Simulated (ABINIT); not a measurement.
Here is an ABINIT 10.8.3 (patched build) calculation.

Contents of run.abi:

```
# Pseudopotentials
pp_dirpath "./"
pseudos "Ni.GGA_PBE-JTH.xml"

# Structure
acell 3*1.0
rprim
    -2.6148432727     2.6148432727     2.6148432727
     2.6148432727    -2.6148432727     2.6148432727
     2.6148432727     2.6148432727    -2.6148432727
ntypat 1
znucl 28
natom 1
typat 1
xred
     0.0000000000     0.0000000000     0.0000000000

# Plane-wave basis
ecut 49.0
pawecutdg 73.5
pawxcdev 0

# k points
kptopt 1
ngkpt 13 13 13
nshiftk 1
shiftk 0.0 0.0 0.0

# Exchange and correlation
ixc -106131

# Bands and occupations
nband 14
occopt 3
tsmear 0.00183747

# Spin
nsppol 2
spinat
     0.0000000000     0.0000000000     1.0000000000

# SCF cycle
nstep 100
tolvrs 1.0e-9

# Output
iomode 3
prtwf 0
prtden 0
prteig 0
prtebands 0
```

Potentials or basis: JTH PAW PBE v2.0.

Launch:

```sh
$ abinit run.abi > log 2>&1
```

Problem. Predict the net moment.

Solution. 0.55 μB per cell.

Problem. Estimate the site moments.

Solution. Ni +0.57 μB.

Problem. Predict the band gap on the k mesh.

Solution. None (metal or under the smearing width).

Problem. Estimate the pressure.

Solution. 18.4 GPa.

Caveat: the PAW data sets were made with another functional, which shifts forces and pressure a little.
